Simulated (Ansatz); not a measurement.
## AgCl (Chlorargyrite) in Ansatz: convergence with k mesh

The system is AgCl (Chlorargyrite).

```
Ag Cl
1.0
     0.00000    2.73500    2.73500
     2.73500    0.00000    2.73500
     2.73500    2.73500    0.00000
Ag Cl
1 1
Direct
  0.00000 0.00000 0.00000
  0.50000 0.50000 0.50000
```

* Program: Ansatz 0.2.0
* Task: convergence study
* Functional: PBE
* Potentials or basis: SPMS NC
* Cutoff: 599 eV (not typed: the program's choice for these potentials)
* k mesh: 3 × 3 × 3
* Occupations: fermi-dirac, width 0.05 eV
* Spin: no spin polarisation

These are the settings of the first run; the series varies k mesh, with any setting tied to it.

Hardware: 2 threads of Arm Neoverse V1, on a shared host.

Task: The values tried are 3 × 3 × 3, 4 × 4 × 4, 5 × 5 × 5, 6 × 6 × 6, 8 × 8 × 8, 10 × 10 × 10, 12 × 12 × 12, 14 × 14 × 14, loosest first. From which on does the energy stay within 1 meV/atom of the tightest run that finished?

Result: From 6 × 6 × 6 on.

| k mesh | energy less the tightest run, at zero smearing (meV/atom) | pressure (GPa) | gap on the mesh (eV) | SCF cycles | CPU time (s) | peak memory (GiB) |
| --- | --- | --- | --- | --- | --- | --- |
| 3 × 3 × 3 | 31.98 | 4.51 | 1.323 | 7 | 0.52 | 0.24 |
| 4 × 4 × 4 | 7.14 | 4.16 | 0.909 | 7 | 0.79 | 0.24 |
| 5 × 5 × 5 | 1.26 | 4.00 | 1.069 | 7 | 0.92 | 0.24 |
| 6 × 6 × 6 | 0.31 | 3.98 | 0.912 | 7 | 1.3 | 0.25 |
| 8 × 8 × 8 | 0.02 | 3.97 | 0.912 | 7 | 2.2 | 0.27 |
| 10 × 10 × 10 | 0.00 | 3.97 | 0.912 | 7 | 3.3 | 0.29 |
| 12 × 12 × 12 | 0.00 | 3.97 | 0.912 | 7 | 4.7 | 0.31 |
| 14 × 14 × 14 | 0.00 | 3.97 | 0.912 | 7 | 6.8 | 0.33 |

Against the tightest run, the pressure stays within 0.1 GPa from 5 × 5 × 5 on; the gap on the mesh stays within 0.01 eV from 6 × 6 × 6 on. Meshes of other sizes hit other points, so gaps and Fermi surfaces needn't settle smoothly. The tightest run that finished is the yardstick and may itself not be fully converged.
